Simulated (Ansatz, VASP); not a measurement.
**NaI: VASP beside Ansatz**

```xyz
2
Lattice="0.0000 3.2364 3.2364 3.2364 0.0000 3.2364 3.2364 3.2364 0.0000" Properties=species:S:1:pos:R:3 pbc="T T T"
Na   -0.1500   -0.1500    0.0000
I     3.2364    3.2364    3.2364
```

Alike in both runs: task single point; functional r2SCAN; k mesh 6 × 6 × 6; occupations gaussian, width 0.05 eV; no spin polarisation.

|  | VASP | Ansatz |
| --- | --- | --- |
| version | VASP 6.6.1 | Ansatz 0.2.0 |
| potentials or method | VASP PAW PBE potentials, release 64 (Na_pv, I) | scalar-relativistic, plane waves, PAW |
| plane-wave cutoff (eV) | 520 | 500 |
| valence electrons in the cell | 14 | 26 |

Ansatz gave:

- gap on the k mesh at the Fermi level (eV): 4.43
- least direct gap on the mesh (eV): 4.43
- pressure (GPa): 0.1
- largest component of the traceless stress (GPa): 0.29
- rms of the force components (eV/Å): 0.120

Task: Which values does VASP return?

Result: gap on the k mesh at the Fermi level (eV): 4.44; least direct gap on the mesh (eV): 4.44; pressure (GPa): 0.1; largest component of the traceless stress (GPa): 0.28; rms of the force components (eV/Å): 0.119.

Atom by atom the forces differ by 0.001 eV/Å (rms over components). The functional is the same, so the differences come from potentials, cutoffs and numerics. The two sets of potentials don't hold the same shells in valence.

Caveats: the PAW data sets were made with another functional, which shifts forces and pressure a little (VASP); spin-orbit coupling is left out, which moves the levels of the heavy elements.
